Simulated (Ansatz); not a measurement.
Reaction (hydrogen abstraction from the Sb–H bond): `[CH3][SbH2]` + `F[C](F)F`• → `[CH3][SbH]`• + `FC(F)F`

Gas-phase electronic energies from Ansatz, PBE0-D4/def2-TZVP geometries. CBS: MP2 limit from def2 TZ/QZ plus the TZ coupled-cluster correction, frozen cores. This one scheme is used for every species. DFT in def2-TZVPP. Open shells (•) are unrestricted, without spin–orbit coupling. Elements past krypton have def2 core potentials. For Sb outer-core shells are correlated without core-valence functions, which leaves a few kJ/mol of doubt a bond.

`[CH3][SbH2]`:

```xyz
7

C     0.326    0.773    0.243
Sb   -0.450   -1.232    0.479
H    -0.310    1.461    0.800
H     1.333    0.808    0.658
H     0.350    1.061   -0.805
H     0.509   -1.885   -0.779
H    -1.758   -0.987   -0.596
```

`F[C](F)F`•:

```xyz
4

F    -0.682    0.313    1.007
C    -0.199    0.099   -0.195
F    -0.032   -1.182   -0.423
F     0.913    0.770   -0.390
```

`[CH3][SbH]`•:

Cartesian coordinates in Å:
```
C 0.443 0.248 -0.357
Sb -0.324 -1.270 0.978
H -0.174 0.299 -1.255
H 1.466 -0.006 -0.635
H 0.432 1.218 0.139
H -1.843 -0.488 1.131
```

`FC(F)F`:

```xyz
5

F    -0.370    1.194    0.397
C     0.057   -0.009    0.018
F    -0.749   -0.929    0.545
F    -0.023   -0.087   -1.309
H     1.085   -0.170    0.349
```

```json
{"species": "`[CH3][SbH2]`", "PBE-D4 energy (Eh)": "-281.29700"}
{"species": "`F[C](F)F`•", "PBE-D4 energy (Eh)": "-337.39744"}
{"species": "`[CH3][SbH]`•", "PBE-D4 energy (Eh)": "-280.68821"}
{"species": "`FC(F)F`", "PBE-D4 energy (Eh)": "-338.06780"}
```

Task: Work out ΔE.

Result: ΔE = (-280.68821) + (-338.06780) − (-281.29700) − (-337.39744) = -0.06157 Eh = -161.7 kJ/mol. CCSD(T)/CBS gives -177.9 kJ/mol.

Largest T1 diagnostic among the species: 0.014.

From BLYP to BHLYP (50 % exact exchange), in def2-TZVPP and without D4, ΔE moves by −13.4 kJ/mol. Leaving LDA and LC-ωPBE aside and taking each functional with its dispersion term where it has one, the values, not all of them listed here, spread over 22.1 kJ/mol, from ωB97M-V to BLYP-D4. LDA lies −3.8 kJ/mol from PBE without D4.
